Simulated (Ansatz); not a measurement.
**An O vacancy next to H started in the widest void in cubic perovskite SrTiO3, 40 atoms, charge +1**

All numbers come from Ansatz (PAW, plane waves, no spin–orbit coupling) at the single k point (¼, ¼, ¼) without its symmetry partners. The atoms were relaxed with PBEsol in a fixed cell; other functionals are single points on those atoms unless said otherwise. The valence top and gap of the host come from its small cell on a dense mesh, with the band extrema sought between the mesh points, lined up by the mean potential, PBEsol gap 1.85 eV, HSE06 gap 3.37 eV, r²SCAN gap 2.29 eV. The charge correction uses an assumed dielectric constant of 300.

Cell: a = 7.783 Å, b = 7.783 Å, c = 7.783 Å, α = 90.00°, β = 90.00°, γ = 90.00°.

Nearest atoms after relaxation, from the placed atom (for vacancies from the middle of the vacant sites): Ti at 2.01 Å, Ti at 2.03 Å, Sr at 2.66 Å, O at 2.68 Å, O at 2.68 Å, O at 2.70 Å, O at 2.70 Å, O at 2.70 Å.

Chemical potentials μ are those of reference phases of the elements at zero temperature by the same functional (the usual solids, diamond for C, grey Sn, and the molecules H2, N2, O2, F2, Cl2, Br2 and S8).

```tsv
functional	E(defect) − E(host) − Σ nμ + q·E_VBM (eV)	monopole (eV)	alignment (eV)	formation energy at E_F = VBM (eV)	moment (μB)	wall time, shared host
PBEsol	2.09	0.01	-0.22	1.88	0 (no spin)	58 s on 7 threads of Neoverse-V2 (relaxation)
HSE06	1.17	0.01	-0.21	0.97	0 (no spin)	81 s on 7 threads of Neoverse-V2
r²SCAN	2.11	0.01	-0.22	1.90	0 (no spin)	14 s on 7 threads of Neoverse-V2
```

Task: How does the monopole term follow by hand for this cubic cell?

Result: q²·α·e²/(4πε₀)/(2εL) with the Madelung constant α = 2.837 and e²/4πε₀ = 14.40 eV·Å: 1 × 2.837 × 14.40 / (2 × 300 × 7.783) = 0.01 eV.

HSE06 one-electron levels near the gap (the ten most localised at most), from the host's valence top, not corrected for the charge's images:

| level (eV) | spin | filling | atoms sharing it | element of the atom with most weight |
| --- | --- | --- | --- | --- |
| -0.27 | both | 2.00 | 20.7 | spread |
| -0.25 | both | 2.00 | 21.1 | spread |

r²SCAN one-electron levels near the gap (the ten most localised at most), from the host's valence top, not corrected for the charge's images:

```
level (eV)  spin  filling  atoms sharing it  element of the atom with most weight
     -0.26  both     2.00              18.2                                spread
     -0.23  both     2.00              21.0                                spread
```

All elements are taken at their own reference at once; growth conditions in equilibrium with the host shift these energies, by up to the host's formation enthalpy.

The ideal cubic host may itself distort, and that gain is in these energies.

One k point and a cell of this size can leave errors of several tenths of an eV in such numbers.
